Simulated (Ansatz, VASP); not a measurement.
Two plane-wave programs on SiO2

```xyz
6
Lattice="4.1801 0.0000 0.0000 0.0000 4.1801 0.0000 0.0000 0.0000 2.5878" Properties=species:S:1:pos:R:3 pbc="T T T"
Si    0.0000    0.0000    0.0000
Si    2.0901    2.0901    1.2939
O     1.2820    1.2820    0.0000
O     0.8080    3.3721    1.2939
O     2.8981    2.8981    0.0000
O     3.3721    0.8080    1.2939
```

Change from the starting cell: zz strain of -3 %, PAW files.

Alike in both runs: task electric field gradients; functional PBEsol; k mesh 6 × 6 × 9; occupations fermi-dirac, width 0.03 eV; no spin polarisation.

```csv
,VASP,Ansatz
version,VASP 6.6.1,Ansatz 0.2.0
potentials or method,"VASP PAW PBE potentials, release 64 (Si, O)","PAW with Ansatz's default frozen-core files, scalar-relativistic"
plane-wave cutoff (eV),520,420
valence electrons in the cell,32,32
```

Ansatz gave:

* gap on the k mesh at the Fermi level (eV): 6.24
* pressure (GPa): 16.6
* largest component of the traceless stress (GPa): 12.61
* rms of the force components (eV/Å): 0.135
* Vzz of the field gradient on the site that differs most (V/Å²): 31.0

Estimate VASP's values.

gap on the k mesh at the Fermi level (eV): 6.25; pressure (GPa): 17.5; largest component of the traceless stress (GPa): 13.48; rms of the force components (eV/Å): 0.162; Vzz of the field gradient on the site that differs most (V/Å²): 34.5.

Atom by atom the forces differ by 0.027 eV/Å (rms over components). With one functional, cell and mesh, what is left measures potentials, basis and numerics.

Caveats: so large a pressure means that the cell lies far from this level's equilibrium, or that cutoff or potentials fall short (VASP); the potentials were made for another functional, which shifts forces and pressure (VASP); an odd mesh through Γ misses points on the zone boundary, where band edges often lie.
